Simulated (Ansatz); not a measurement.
**NiGe: properties at the relaxed cell**

An exercise on one series of results from a longer session: the logs are not shown, and one member is left open.

Method: DFT PBEsol, scalar-relativistic, plane waves, PAW, in Ansatz 0.2.0.

1 further run of the same task is left out (set aside as unsound or not needed). Runs told in other sessions of the task aren't counted.

## The structure to begin with

The structure is orthorhombic, space group Pnma (No. 62). Conventional cell: a = 5.311 Å, b = 3.440 Å, c = 5.739 Å, α = 90.00°, β = 90.00°, γ = 90.00°. Ni (site symmetry m) is surrounded by 6 Ge at 2.32 to 2.49 Å. Ge (site symmetry m) has 6 Ni at 2.32 to 2.49 Å in its first shell of neighbours.

As a file:

```
Ni Ge
1.0
     5.31079    0.00000    0.00000
     0.00000    3.44002    0.00000
     0.00000    0.00000    5.73926
Ni Ge
4 4
Direct
  0.99299 0.75000 0.18887
  0.00701 0.25000 0.81113
  0.50701 0.25000 0.68887
  0.49299 0.75000 0.31113
  0.81164 0.75000 0.58840
  0.18836 0.25000 0.41160
  0.68836 0.25000 0.08840
  0.31164 0.75000 0.91160
```

It is the result of an earlier relaxation at this level (volume 13.11 Å³/atom; gap on the mesh: none (metal)).

The first run:

input.yaml reads:

```yaml
crystal:
  lattice:
    - [5.2571467368, 0.0, 0.0]
    - [0.0, 3.4052667458, 0.0]
    - [0.0, 0.0, 5.6812812332]
  atoms:
    - { symbol: Ni, position: [0.9929865395, 0.75, 0.188871313] }
    - { symbol: Ni, position: [0.0070134605, 0.25, 0.811128687] }
    - { symbol: Ni, position: [0.5070134605, 0.25, 0.688871313] }
    - { symbol: Ni, position: [0.4929865395, 0.75, 0.311128687] }
    - { symbol: Ge, position: [0.8116425503, 0.75, 0.5883967052] }
    - { symbol: Ge, position: [0.1883574497, 0.25, 0.4116032948] }
    - { symbol: Ge, position: [0.6883574497, 0.25, 0.0883967052] }
    - { symbol: Ge, position: [0.3116425503, 0.75, 0.9116032948] }
basis:
  ecutwfc: 420
kpoints:
  mp_grid: { grid: [8, 10, 6] }
hamiltonian:
  xc: pbesol
scf:
  occupations: { method: gaussian, width: 0.1 }
output:
  forces: true
  stress: true
  eigenvalues: true
  write_density: true
  write_potential: true
  elf: true
  volumetric_format: npy
relax:
  adjacent_minimum: "off"
  f_tol: 0.01
  max_steps: 30
  cell: { stress_tol: 0.1, fix: [volume] }
```

Started as:

```console
ansatz run input.yaml --threads 2 --pin off --max-ram 5120MiB --backend cpu --events-out ev --progress --plain --runs-dir out
```

Steps of the session up to this table: Point at V/V0 = 0.97; Volume × 1.03; Point at V/V0 = 0.94; Volume × 1.06; Point at V/V0 = 0.91; Volume × 1.10; Volume × 0.88.

One of the session's tables, all rows but one given; the rest of the session is left out.

It belongs to the step «Energy against volume». 

| volume (Å³/atom) | energy above the lowest point (meV/atom) | pressure (GPa) |
| --- | --- | --- |
| 11.534 | 115.7 | 26.65 |
| 11.927 | 61.0 | 18.17 |
| 12.320 | 25.5 | 11.05 |
| 12.713 | 6.0 | 5.05 |
| 13.106 | 0.0 | 0.00 |
| 13.500 | ? | ? |
| 13.893 | 20.3 | -7.75 |
| 14.417 | 52.2 | -11.53 |

**Question.** Estimate the row for volume (Å³/atom) = 13.500.

Worked estimate for «energy above the lowest point (meV/atom)». A straight line through the neighbours (13.106, 0.0) and (13.893, 20.3) gives 0.0 + (20.3 − 0.0) × (13.500 − 13.106) / (13.893 − 13.106) = 10.2; a parabola fitted to 4 rows on both sides gives 5.6.

The run gave: energy above the lowest point (meV/atom): 5.4; pressure (GPa): -4.24. In «energy above the lowest point (meV/atom)» the line misses by +4.8 and the parabola by +0.2.

Caveats from the session: Spin polarisation is off in the runs that give these values; a magnetic solution could lie lower.
